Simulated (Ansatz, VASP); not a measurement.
## Ru: VASP beside Ansatz

Contents of INCAR:

```
ALGO = Normal ; EDIFF = 1E-7
ENCUT = 520 ; GGA = PE
ISIF = 2 ; ISMEAR = 0
LASPH = T ; LCHARG = F
LREAL = F ; LWAVE = F
NBANDS = 66 ; NELM = 100
PREC = Accurate ; SIGMA = 0.1
```

KPOINTS

```
k-points
0
Gamma
  4 4 4
```

POSCAR

```
Ru
1.0
    4.7895706585      0.0000000000      0.0000000000
    0.0000000000      4.7895706585      0.0000000000
    0.0000000000      0.0000000000      4.7895706585
Ru
8
Direct
    0.5000000000      0.5000000000      0.5000000000
    0.0000000000      0.0000000000      0.0000000000
    0.2500000000      0.0000000000      0.5000000000
    0.5000000000      0.2500000000      0.0000000000
    0.5000000000      0.7500000000      0.0000000000
    0.7500000000      0.0000000000      0.5000000000
    0.0000000000      0.5000000000      0.7500000000
    0.0000000000      0.5000000000      0.2500000000
```

Input for Ansatz:

```yaml
crystal:
  lattice:
    - [4.7895706585, 0.0, 0.0]
    - [0.0, 4.7895706585, 0.0]
    - [0.0, 0.0, 4.7895706585]
  atoms:
    - { symbol: Ru, position: [0.5, 0.5, 0.5] }
    - { symbol: Ru, position: [0.0, 0.0, 0.0] }
    - { symbol: Ru, position: [0.25, 0.0, 0.5] }
    - { symbol: Ru, position: [0.5, 0.25, 0.0] }
    - { symbol: Ru, position: [0.5, 0.75, 0.0] }
    - { symbol: Ru, position: [0.75, 0.0, 0.5] }
    - { symbol: Ru, position: [0.0, 0.5, 0.75] }
    - { symbol: Ru, position: [0.0, 0.5, 0.25] }
basis:
  ecutwfc: 420
kpoints:
  mp_grid: { grid: [4, 4, 4] }
hamiltonian:
  xc: pbe
scf:
  occupations: { method: gaussian, width: 0.1 }
  lower_state_search: "off"
output:
  forces: true
  stress: true
  eigenvalues: true
```

Alike in both runs: task single point; functional PBE; k mesh 4 × 4 × 4; occupations gaussian, width 0.1 eV; no spin polarisation.

```csv
,VASP,Ansatz
version,VASP 6.6.1,Ansatz 0.2.0
potentials or method,"VASP PAW PBE potentials, release 64 (Ru_pv)","scalar-relativistic, plane waves, PAW"
plane-wave cutoff (eV),520,420
valence electrons in the cell,112,128
```

```tsv
	VASP	Ansatz	Ansatz less VASP
gap on the k mesh at the Fermi level (eV)	none	none	-
pressure (GPa)	9.6	9.6	-0.01
```

A gap of «none» marks a metal or a gap that the smearing closes. The two sets of potentials don't hold the same shells in valence.
